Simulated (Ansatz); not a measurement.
# Si on Nb(100): change of the work function, part 2 of 5

Wanted: Δφ(θ) for Si/Nb(100), starting from the hollow site.

Ansatz 0.2.0; plane-wave DFT, RPBE, Ansatz PAW.

So far, work function, upper face (eV): step 2 (the clean slab) 3.45.

### 3. The covered slab, k-mesh 3×3×1, coverage 0.111 ML

System of this step: Si/Nb(100). The cell holds 46 atoms: 45 Nb and 1 Si. Its edges and angles: a = 9.900 Å, b = 9.900 Å, c = 26.198 Å, α = 90.0°, β = 90.0°, γ = 90.0°. Vacuum lies along c.

The clean slab as it ended is repeated in the plane and the adsorbate is set on one face; the cell's size fixes the coverage, and the k-mesh shrinks with it to keep the sampling density about even. Adsorbate and upper layers relax, since the dipole depends on the height.

The input, input.yaml:

```yaml
crystal:
  lattice:
    - [9.9, 0.0, 0.0]
    - [0.0, 9.9, 0.0]
    - [0.0, 0.0, 26.1984365615]
  atoms:
    - { symbol: Nb, position: [0.0, 0.0, 0.34353195] }
    - { symbol: Nb, position: [0.1666666667, 0.1666666667, 0.4065128076] }
    - { symbol: Nb, position: [0.0, 0.0, 0.4704112922] }
    - { symbol: Nb, position: [0.1666666667, 0.1666666667, 0.5356217721] }
    - { symbol: Nb, position: [0.0, 0.0, 0.591548868] }
    - { symbol: Nb, position: [0.0, 0.3333333333, 0.34353195] }
    - { symbol: Nb, position: [0.1666666667, 0.5, 0.4065128076] }
    - { symbol: Nb, position: [0.0, 0.3333333333, 0.4704112922] }
    - { symbol: Nb, position: [0.1666666667, 0.5, 0.5356217721] }
    - { symbol: Nb, position: [0.0, 0.3333333333, 0.591548868] }
    - { symbol: Nb, position: [0.0, 0.6666666667, 0.34353195] }
    - { symbol: Nb, position: [0.1666666667, 0.8333333333, 0.4065128076] }
    - { symbol: Nb, position: [0.0, 0.6666666667, 0.4704112922] }
    - { symbol: Nb, position: [0.1666666667, 0.8333333333, 0.5356217721] }
    - { symbol: Nb, position: [0.0, 0.6666666667, 0.591548868] }
    - { symbol: Nb, position: [0.3333333333, 0.0, 0.34353195] }
    - { symbol: Nb, position: [0.5, 0.1666666667, 0.4065128076] }
    - { symbol: Nb, position: [0.3333333333, 0.0, 0.4704112922] }
    - { symbol: Nb, position: [0.5, 0.1666666667, 0.5356217721] }
    - { symbol: Nb, position: [0.3333333333, 0.0, 0.591548868] }
    - { symbol: Nb, position: [0.3333333333, 0.3333333333, 0.34353195] }
    - { symbol: Nb, position: [0.5, 0.5, 0.4065128076] }
    - { symbol: Nb, position: [0.3333333333, 0.3333333333, 0.4704112922] }
    - { symbol: Nb, position: [0.5, 0.5, 0.5356217721] }
    - { symbol: Nb, position: [0.3333333333, 0.3333333333, 0.591548868] }
    - { symbol: Nb, position: [0.3333333333, 0.6666666667, 0.34353195] }
    - { symbol: Nb, position: [0.5, 0.8333333333, 0.4065128076] }
    - { symbol: Nb, position: [0.3333333333, 0.6666666667, 0.4704112922] }
    - { symbol: Nb, position: [0.5, 0.8333333333, 0.5356217721] }
    - { symbol: Nb, position: [0.3333333333, 0.6666666667, 0.591548868] }
    - { symbol: Nb, position: [0.6666666667, 0.0, 0.34353195] }
    - { symbol: Nb, position: [0.8333333333, 0.1666666667, 0.4065128076] }
    - { symbol: Nb, position: [0.6666666667, 0.0, 0.4704112922] }
    - { symbol: Nb, position: [0.8333333333, 0.1666666667, 0.5356217721] }
    - { symbol: Nb, position: [0.6666666667, 0.0, 0.591548868] }
    - { symbol: Nb, position: [0.6666666667, 0.3333333333, 0.34353195] }
    - { symbol: Nb, position: [0.8333333333, 0.5, 0.4065128076] }
    - { symbol: Nb, position: [0.6666666667, 0.3333333333, 0.4704112922] }
    - { symbol: Nb, position: [0.8333333333, 0.5, 0.5356217721] }
    - { symbol: Nb, position: [0.6666666667, 0.3333333333, 0.591548868] }
    - { symbol: Nb, position: [0.6666666667, 0.6666666667, 0.34353195] }
    - { symbol: Nb, position: [0.8333333333, 0.8333333333, 0.4065128076] }
    - { symbol: Nb, position: [0.6666666667, 0.6666666667, 0.4704112922] }
    - { symbol: Nb, position: [0.8333333333, 0.8333333333, 0.5356217721] }
    - { symbol: Nb, position: [0.6666666667, 0.6666666667, 0.591548868] }
    - { symbol: Si, position: [0.1666666667, 0.1666666667, 0.65646805] }
kpoints:
  mp_grid: { grid: [3, 3, 1] }
hamiltonian:
  xc: rpbe
scf:
  occupations: { method: fermi_dirac, width: 0.1 }
  convergence: { dr2_threshold: 1.0e-08 }
efield:
  axis: 3
  dipole_correction: true
  ramp_position: 0.97
  ramp_width: 0.06
relax:
  f_tol: 0.02
  max_steps: 60
  constraints:
    - { sites: [0, 1, 5, 6, 10, 11, 15, 16, 20, 21, 25, 26, 30, 31, 35, 36, 40, 41] }
output:
  bader: true
  write_potential: true
  write_density: true
  volumetric_format: npy
```

Launch:

```bash
$ ansatz run input.yaml --threads 4 --pin off --max-ram 12288MiB --backend cpu --events-out ev --progress --plain --runs-dir out
```

Numbers of over 12 decimals in the logs are rounded to 6 here.

What it wrote:

```text
[...]
Crystal: 46 atoms, lattice volume = 2567.709 Å³
Basis set: ecut = 420 eV, 50147 PW (Γ), exchange–correlation on 144×144×360 points (8 copies of the dense FFT grid, shifted against one another)
Bands: 354, of which v1, the nominal top of the filled ones, is band 295 counted from 1 (294 counted from 0)
Symmetry: 8 space group operations
[...]
k-points: 3 of 9
[...]
SCF iter   1: F=—  HF=-205776.857576 eV  |F-HF|=—  |Δ(HF+E_count)|=         —  Δρ=7.19e-3  dr2=2.17e1  ethr=1.77e-3  p=-0.196 e·Å  D=-1.38e-2 V/Å  ΔV_dip=0.36 eV  dr2_dipole=2.40e0  V_vac-E_F(+/−)=4.28/3.92 eV  ⟨swp⟩=11.7  Hψ=5385  notcnv=0
[...]
SCF iter  11: F=-205776.147917 eV  HF=-205776.147917 eV  |F-HF|=5.97e-9  |Δ(HF+E_count)|=   3.46e-8  Δρ=2.14e-7  dr2=2.55e-9  ethr=1.70e-12  p=-0.160 e·Å  D=-1.13e-2 V/Å  ΔV_dip=0.30 eV  dr2_dipole=3.02e-10  V_vac-E_F(+/−)=3.88/3.58 eV  ⟨swp⟩=11.3  Hψ=7232  notcnv=0
SCF 1 converged in 11 iterations: F = -205776.147917 eV  dr2 = 2.55e-9
[...]
relax step   1: F+E_penalty+E_count = -205776.14791748 eV  Δ(F+E_penalty+E_count) = +0.000e0 eV  max|allowed force component| = 2.535e0 eV/Å  Δτ_max = 0.0000 Å  (11 SCF iters, accepted)
[...]
iter 1 solved again at ethr=6.19e-5 eV; its pass at ethr=3.10e-3 eV (dr2=3.65e-1 eV) is discarded
[...]
SCF iter   9: F=-205776.765506 eV  HF=-205776.765506 eV  |F-HF|=1.92e-8  |Δ(HF+E_count)|=   7.18e-8  Δρ=3.18e-7  dr2=3.84e-9  ethr=1.70e-12  p=-0.144 e·Å  D=-1.02e-2 V/Å  ΔV_dip=0.27 eV  dr2_dipole=2.72e-11  V_vac-E_F(+/−)=3.85/3.58 eV  ⟨swp⟩=10.3  Hψ=7569  notcnv=0
SCF 2 converged in 9 iterations: F = -205776.765506 eV  dr2 = 3.84e-9
[...]
relax step   2: F+E_penalty+E_count = -205776.76550599 eV  Δ(F+E_penalty+E_count) = -6.176e-1 eV  max|allowed force component| = 1.524e0 eV/Å  Δτ_max = 0.1985 Å  (9 SCF iters, accepted)
SCF iter   1: F=—  HF=-205777.026955 eV  |F-HF|=—  |Δ(HF+E_count)|=         —  Δρ=2.21e-3  dr2=9.75e-1  ethr=4.78e-4  p=-0.144 e·Å  D=-1.02e-2 V/Å  ΔV_dip=0.27 eV  dr2_dipole=1.66e-1  V_vac-E_F(+/−)=3.86/3.59 eV  ⟨swp⟩=10.0  Hψ=3317  notcnv=0
[...]
SCF iter   9: F=-205776.968395 eV  HF=-205776.968395 eV  |F-HF|=2.48e-8  |Δ(HF+E_count)|=   9.08e-8  Δρ=4.62e-7  dr2=9.90e-9  ethr=1.70e-12  p=-0.121 e·Å  D=-8.55e-3 V/Å  ΔV_dip=0.22 eV  dr2_dipole=9.17e-13  V_vac-E_F(+/−)=3.81/3.58 eV  ⟨swp⟩=10.3  Hψ=7677  notcnv=0
SCF 3 converged in 9 iterations: F = -205776.968395 eV  dr2 = 9.90e-9
relax step   3: F+E_penalty+E_count = -205776.96839512 eV  Δ(F+E_penalty+E_count) = -2.029e-1 eV  max|allowed force component| = 3.270e-1 eV/Å  Δτ_max = 0.1950 Å  (9 SCF iters, accepted)
[...]
relax step   4: F+E_penalty+E_count = -205776.97737746 eV  Δ(F+E_penalty+E_count) = -8.982e-3 eV  max|allowed force component| = 7.887e-2 eV/Å  Δτ_max = 0.0318 Å  (8 SCF iters, accepted)
SCF iter   1: F=—  HF=-205776.981256 eV  |F-HF|=—  |Δ(HF+E_count)|=         —  Δρ=6.27e-4  dr2=8.17e-2  ethr=9.72e-5  p=-0.123 e·Å  D=-8.70e-3 V/Å  ΔV_dip=0.23 eV  dr2_dipole=1.06e-2  V_vac-E_F(+/−)=3.81/3.58 eV  ⟨swp⟩=9.7  Hψ=2835  notcnv=0
[...]
SCF iter   8: F=-205776.979677 eV  HF=-205776.979677 eV  |F-HF|=7.01e-9  |Δ(HF+E_count)|=   2.18e-8  Δρ=2.31e-7  dr2=3.58e-9  ethr=1.70e-12  p=-0.123 e·Å  D=-8.66e-3 V/Å  ΔV_dip=0.23 eV  dr2_dipole=3.53e-11  V_vac-E_F(+/−)=3.81/3.58 eV  ⟨swp⟩=9.7  Hψ=7284  notcnv=0
SCF 5 converged in 8 iterations: F = -205776.979677 eV  dr2 = 3.58e-9
relax step   5: F+E_penalty+E_count = -205776.97967673 eV  Δ(F+E_penalty+E_count) = -2.299e-3 eV  max|allowed force component| = 1.671e-2 eV/Å  Δτ_max = 0.0100 Å  (8 SCF iters, accepted)
NSCF: frozen V_eff on 3 k-points
[...]
SCF converged after 8 iterations
Free energy (F): -205776.979677 eV
[...]
Internal energy: -205775.017214 eV  (E = F + TS)
E sigma→0 (E₀):  -205775.998445 eV
Entropy (-TS):   -1.962462 eV (-42.662 meV/atom)
Fermi energy:    3.371615 eV
Dipole field:    D = -0.008662 V/Å  (p = -0.122916 e·Å, saw-weighted, corrected)
Work function:   Φ+ = 3.8080 eV   Φ− = 3.5810 eV
[...]
--- Forces (eV/Å), atoms counted from 1 ---
  atom   1  Nb    -0.02113479    -0.02113479     1.04300701
  atom   2  Nb    -0.00000000    -0.00000000    -0.99863775
  atom   3  Nb     0.00310046     0.00310046     0.00682412
  atom   4  Nb    -0.00000000    -0.00000000    -0.00919928
  atom   5  Nb     0.00341035     0.00341035    -0.00084297
  atom   6  Nb    -0.02113479     0.02113479     1.04300701
  atom   7  Nb    -0.00000000    -0.01254039    -1.04576960
  atom   8  Nb     0.00310046    -0.00310046     0.00682412
  atom   9  Nb    -0.00000000    -0.00526201    -0.01155013
  atom  10  Nb     0.00341035    -0.00341035    -0.00084297
  atom  11  Nb    -0.01458001     0.00000000     1.06845353
  atom  12  Nb    -0.00000000     0.01254039    -1.04576960
  atom  13  Nb     0.00056773     0.00000000     0.00288292
  atom  14  Nb    -0.00000000     0.00526201    -0.01155013
  atom  15  Nb     0.00553005     0.00000000    -0.00264911
  atom  16  Nb     0.02113479    -0.02113479     1.04300701
  atom  17  Nb    -0.01254039     0.00000000    -1.04576960
  atom  18  Nb    -0.00310046     0.00310046     0.00682412
  atom  19  Nb    -0.00526201     0.00000000    -0.01155013
  atom  20  Nb    -0.00341035     0.00341035    -0.00084297
  atom  21  Nb     0.02113479     0.02113479     1.04300701
  atom  22  Nb    -0.04685588    -0.04685588    -1.06673169
  atom  23  Nb    -0.00310046    -0.00310046     0.00682412
  atom  24  Nb     0.00945216     0.00945216     0.00120018
  atom  25  Nb    -0.00341035    -0.00341035    -0.00084297
  atom  26  Nb     0.01458001     0.00000000     1.06845353
  atom  27  Nb    -0.04685588     0.04685588    -1.06673169
  atom  28  Nb    -0.00056773     0.00000000     0.00288292
  atom  29  Nb     0.00945216    -0.00945216     0.00120018
  atom  30  Nb    -0.00553005     0.00000000    -0.00264911
  atom  31  Nb     0.00000000    -0.01458001     1.06845353
  atom  32  Nb     0.01254039     0.00000000    -1.04576960
  atom  33  Nb     0.00000000     0.00056773     0.00288292
  atom  34  Nb     0.00526201     0.00000000    -0.01155013
  atom  35  Nb    -0.00000000     0.00553005    -0.00264911
  atom  36  Nb     0.00000000     0.01458001     1.06845353
  atom  37  Nb     0.04685588    -0.04685588    -1.06673169
  atom  38  Nb     0.00000000    -0.00056773     0.00288292
  atom  39  Nb    -0.00945216     0.00945216     0.00120018
  atom  40  Nb    -0.00000000    -0.00553005    -0.00264911
  atom  41  Nb     0.00000000     0.00000000     1.01138835
  atom  42  Nb     0.04685588     0.04685588    -1.06673169
  atom  43  Nb    -0.00000000     0.00000000    -0.01385032
  atom  44  Nb    -0.00945216    -0.00945216     0.00120018
  atom  45  Nb     0.00000000     0.00000000     0.01428504
  atom  46  Si     0.00000000     0.00000000     0.01671024
  max |Σ_I F_I| component: 6.67e-6 eV/Å
--- Band table (eV) ---
  k-point 0: bands = [... 291 lower, 3.2235, 3.2613, 3.2898, 3.2898, 3.4813, 3.5428, 3.5428, 3.5898, ... 55 higher]
  k-point 1: bands = [... 291 lower, 3.2112, 3.2334, 3.2718, 3.3114, 3.3924, 3.4011, 3.4216, 3.4242, ... 55 higher]
  k-point 2: bands = [... 291 lower, 3.3922, 3.4144, 3.4521, 3.4550, 3.4914, 3.4971, 3.5210, 3.5249, ... 55 higher]
--- Relaxed structure (5 steps of the walk, 5 accepted, 0 SCFs on fresh bases) ---
  F+E_penalty+E_count = -205776.97967673 eV   max|allowed force component| = 1.671e-2 eV/Å
  atoms:
    - { symbol: Nb, position: [1.666665959832375e-11, 1.666665959832375e-11, 0.343532] }
    - { symbol: Nb, position: [0.166667, 0.166667, 0.406513] }
    - { symbol: Nb, position: [0.000241782, 0.000241782, 0.470643] }
    - { symbol: Nb, position: [0.166667, 0.166667, 0.535010] }
    - { symbol: Nb, position: [3.01189574045153e-6, 3.011895740449241e-6, 0.595872] }
    - { symbol: Nb, position: [1.666665959832375e-11, 0.333333, 0.343532] }
    - { symbol: Nb, position: [0.166667, 0.500000, 0.406513] }
    - { symbol: Nb, position: [0.000241782, 0.333092, 0.470643] }
    - { symbol: Nb, position: [0.166667, 0.499657, 0.535844] }
    - { symbol: Nb, position: [3.0118957404520557e-6, 0.333330, 0.595872] }
    - { symbol: Nb, position: [1.666665959832375e-11, 0.666667, 0.343532] }
    - { symbol: Nb, position: [0.166667, 0.833333, 0.406513] }
    - { symbol: Nb, position: [0.00053031, 0.666667, 0.470462] }
    - { symbol: Nb, position: [0.166667, 0.833676, 0.535844] }
    - { symbol: Nb, position: [0.00239729, 0.666667, 0.591222] }
    - { symbol: Nb, position: [0.333333, 1.666665959832375e-11, 0.343532] }
    - { symbol: Nb, position: [0.500000, 0.166667, 0.406513] }
    - { symbol: Nb, position: [0.333092, 0.000241782, 0.470643] }
    - { symbol: Nb, position: [0.499657, 0.166667, 0.535844] }
    - { symbol: Nb, position: [0.333330, 3.011895740449419e-6, 0.595872] }
    - { symbol: Nb, position: [0.333333, 0.333333, 0.343532] }
    - { symbol: Nb, position: [0.500000, 0.500000, 0.406513] }
    - { symbol: Nb, position: [0.333092, 0.333092, 0.470643] }
    - { symbol: Nb, position: [0.500332, 0.500332, 0.535236] }
    - { symbol: Nb, position: [0.333330, 0.333330, 0.595872] }
    - { symbol: Nb, position: [0.333333, 0.666667, 0.343532] }
    - { symbol: Nb, position: [0.500000, 0.833333, 0.406513] }
    - { symbol: Nb, position: [0.332803, 0.666667, 0.470462] }
    - { symbol: Nb, position: [0.500332, 0.833002, 0.535236] }
    - { symbol: Nb, position: [0.330936, 0.666667, 0.591222] }
    - { symbol: Nb, position: [0.666667, 1.666665959832375e-11, 0.343532] }
    - { symbol: Nb, position: [0.833333, 0.166667, 0.406513] }
    - { symbol: Nb, position: [0.666667, 0.00053031, 0.470462] }
    - { symbol: Nb, position: [0.833676, 0.166667, 0.535844] }
    - { symbol: Nb, position: [0.666667, 0.00239729, 0.591222] }
    - { symbol: Nb, position: [0.666667, 0.333333, 0.343532] }
    - { symbol: Nb, position: [0.833333, 0.500000, 0.406513] }
    - { symbol: Nb, position: [0.666667, 0.332803, 0.470462] }
    - { symbol: Nb, position: [0.833002, 0.500332, 0.535236] }
    - { symbol: Nb, position: [0.666667, 0.330936, 0.591222] }
    - { symbol: Nb, position: [0.666667, 0.666667, 0.343532] }
    - { symbol: Nb, position: [0.833333, 0.833333, 0.406513] }
    - { symbol: Nb, position: [0.666667, 0.666667, 0.470162] }
    - { symbol: Nb, position: [0.833002, 0.833002, 0.535236] }
    - { symbol: Nb, position: [0.666667, 0.666667, 0.589160] }
    - { symbol: Si, position: [0.166667, 0.166667, 0.640748] }
--- Bader charges: 46 sites ---
  site symbol  charge [e]  shift [e]
     0     Nb     -0.0957     0.0000
     1     Nb      0.0378     0.0000
     2     Nb      0.1009     0.0000
     3     Nb      0.2670     0.0000
     4     Nb      0.1875     0.0006
     5     Nb     -0.0957     0.0000
     6     Nb      0.0375     0.0000
     7     Nb      0.1009     0.0000
     8     Nb      0.0030     0.0000
     9     Nb      0.1875     0.0006
    10     Nb     -0.0975     0.0000
    11     Nb      0.0375     0.0000
    12     Nb      0.1287     0.0000
    13     Nb      0.0030     0.0000
    14     Nb     -0.1222     0.0000
    15     Nb     -0.0957     0.0000
    16     Nb      0.0375     0.0000
    17     Nb      0.1010     0.0000
    18     Nb      0.0030     0.0000
    19     Nb      0.1875     0.0006
    20     Nb     -0.0957     0.0000
    21     Nb      0.0426     0.0000
    22     Nb      0.1009     0.0000
    23     Nb      0.0006     0.0000
    24     Nb      0.1875     0.0006
    25     Nb     -0.0976     0.0000
    26     Nb      0.0426     0.0000
    27     Nb      0.1287     0.0000
    28     Nb      0.0006     0.0000
    29     Nb     -0.1222     0.0000
    30     Nb     -0.0975     0.0000
    31     Nb      0.0375     0.0000
    32     Nb      0.1287     0.0000
    33     Nb      0.0030     0.0000
    34     Nb     -0.1222     0.0000
    35     Nb     -0.0976     0.0000
    36     Nb      0.0426     0.0000
    37     Nb      0.1287     0.0000
    38     Nb      0.0006     0.0000
    39     Nb     -0.1222     0.0000
    40     Nb     -0.1031     0.0000
    41     Nb      0.0426     0.0000
    42     Nb      0.1422     0.0000
    43     Nb      0.0006     0.0000
    44     Nb     -0.0819     0.0000
    45     Si     -1.0032     0.0024
  estimated error of the sums over rays = 9.4e-4 e
```

Wall time 13 min (4 threads of Arm Neoverse V1, shared host); peak memory 9.1 GiB; 53 min of CPU time.

Step by step:

```csv
step,energy less that of the first step (eV),largest force component (eV/Å)
1,0.0000,2.5346
2,-0.6176,1.5245
3,-0.8205,0.3270
4,-0.8295,0.0789
5,-0.8318,0.0167
```

The run keeps the 8 symmetry operations that it works with, so distortions that break them were not tested.

The atoms that moved most (Å):

```csv
atom,dx,dy,dz,length
Si46,0.000,0.000,-0.412,0.412
Nb5,0.000,0.000,0.113,0.113
Nb25,0.000,0.000,0.113,0.113
Nb10,0.000,0.000,0.113,0.113
Nb20,0.000,0.000,0.113,0.113
Nb45,0.000,0.000,-0.063,0.063
Nb30,-0.024,0.000,-0.009,0.025
Nb40,0.000,-0.024,-0.009,0.025
```

Numbers from this step:

```
energy at zero smearing        : -205775.9984 eV
work function, upper face      : 3.808 eV
work function, lower face      : 3.581 eV
dipole along the normal        : -0.1229 e·Å
step between the vacuum levels : 0.2269 eV
```

Running mean over 1.65 Å of the planar mean; the ramp of the sawtooth is left out. Electron's electrostatic potential energy less the Fermi level against z:

```csv
z (Å),electron's electrostatic potential energy less the Fermi level (eV)
3.5,3.58
4.0,3.58
4.5,3.58
5.0,3.57
5.5,3.54
6.0,3.46
6.5,3.26
7.0,2.71
7.5,1.08
8.0,-2.93
8.5,-7.94
9.0,-10.7
9.5,-11.1
10.0,-11.1
10.5,-10.9
11.0,-10.9
11.5,-10.8
12.0,-10.9
12.5,-10.9
13.0,-10.6
13.5,-10.7
14.0,-11.3
14.5,-12.3
15.0,-12.4
15.5,-11.3
16.0,-8.67
16.5,-3.94
17.0,0.216
17.5,2.24
18.0,3.20
18.5,3.61
19.0,3.75
19.5,3.79
20.0,3.80
20.5,3.81
21.0,3.81
21.5,3.81
22.0,3.81
22.5,3.81
23.0,3.81
```

The relaxation took 5 steps and lowered the energy by 0.83 eV; the largest force on the free atoms ends at 0.017 eV/Å.

The covered face has 3.81 eV, +0.36 eV against the clean one; the bare back face has moved by +0.00 eV, a measure of how thin the slab is.

(Part 2 of 5 ends here.)

[Logs are printed without paths, hosts, clocks, repeated set-up lines and the standing remarks that a program may print on its own settings, such as how far it seeks lower states.]

[Hosts, paths, dates, database ids (printed as entryN), source tags and the programs' standing remarks are cut or masked in the printed files.]

[Maps of the electrostatic potential energy from Ansatz leave out the sawtooth potential of an applied field or a dipole correction, so their vacuum need not be flat; planar profiles and work functions include it.]
